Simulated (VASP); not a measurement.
Wanted: the native input for a VASP 6.6.1 run.

* Task: single point
* Functional: LDA
* Potentials or basis: VASP PAW LDA potentials, release 64 (Al)
* Cutoff: 520 eV
* k mesh: 9 × 9 × 13
* Occupations: fermi-dirac, width 0.1 eV
* Spin: no spin polarisation
* Dipole correction: no
* Further INCAR settings: ALGO = Normal; EDIFF = 1e-07; NBANDS = 12

The structure of Al lies in POSCAR:

```
Al
1.0
    4.6927693150      0.0000000000      0.0000000000
   -2.3463846575      4.0640574409      0.0000000000
    0.0000000000      0.0000000000      2.9034889795
Al
3
Direct
    1.0000000000      1.0000000000      0.0000000000
    0.3333333333      0.6666666667      0.5000000000
    0.6666666667      0.3333333333      0.5000000000
```

This isn't the form of Al at room conditions, which is fcc.

One way to write it, as run:

INCAR

```
SYSTEM = Al
PREC = Accurate
ENCUT = 520
EDIFF = 1E-7
ISMEAR = -1
SIGMA = 0.1
LREAL = .False.
LASPH = .True.
NELM = 80
ALGO = Normal
ISIF = 2
LWAVE = .False.
LCHARG = .False.
NBANDS = 12
```

KPOINTS

```
regular mesh
0
Gamma
  9 9 13
  0 0 0
```

Potentials or basis: VASP PAW LDA potentials, release 64 (Al).

Command:

```console
$ cat potpaw_LDA.64/Al/POTCAR > POTCAR
$ mpirun -np 1 vasp_std > vasp.out
```

It gave:

```json
{"Pressure": "-6.4 GPa", "Band gap on the k mesh": "none (metal or under the smearing width)"}
```

Run time: 16 s on 1 thread of Intel(R) Xeon(R) 6975P-C (Granite Rapids), with other jobs on the host, peak memory 0.17 GiB.
